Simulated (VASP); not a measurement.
Input of a VASP 6.6.1 run:

Contents of INCAR:

```
SYSTEM = WS2
  ALGO = Fast
  EDIFF = 1E-6
  ENCUT = 520
  GGA = PS
  ISIF = 2
  ISMEAR = 0
  LASPH = .TRUE.
  LCHARG = .FALSE.
  LREAL = .FALSE.
  LWAVE = .FALSE.
  NELM = 80
  PREC = Accurate
  SIGMA = 0.02
```

File KPOINTS:

```
k-points
0
G
  15 15 4
  0 0 0
```

POSCAR

```
WS2
1.0
    3.1468500000      0.0000000000      0.0000000000
   -1.5734200000      2.7252500000      0.0000000000
    0.0000000000      0.0000000000     12.6806900000
W S
2 4
Direct
    0.3333300000      0.6666700000      0.2500000000
    0.6666700000      0.3333300000      0.7500000000
    0.3333300000      0.6666700000      0.6263300000
    0.6666700000      0.3333300000      0.1263300000
    0.3333300000      0.6666700000      0.8736700000
    0.6666700000      0.3333300000      0.3736700000
```

Potentials or basis: VASP PAW PBE potentials, release 64 (W_sv, S).

Command:

```sh
$ cat potpaw_PBE.64/W_sv/POTCAR potpaw_PBE.64/S/POTCAR > POTCAR
$ mpirun -np 1 vasp_std > vasp.out
```

Problem. What does it give for the pressure?

Solution. 0.0 GPa.

Problem. What does it give for the band gap on the k mesh?

Solution. 1.15 eV, indirect (least direct gap 1.87 eV).

Caveat: the PAW data sets were made with another functional, which shifts forces and pressure a little; spin-orbit coupling is left out, which moves the levels of the heavy elements; an odd mesh through Γ misses points on the zone boundary, where band edges often lie; this functional lacks dispersion, which binds the layers, so the pressure and a relaxed spacing across them are unreliable. A hybrid or GW would open this gap; PBEsol tends to underestimate it.
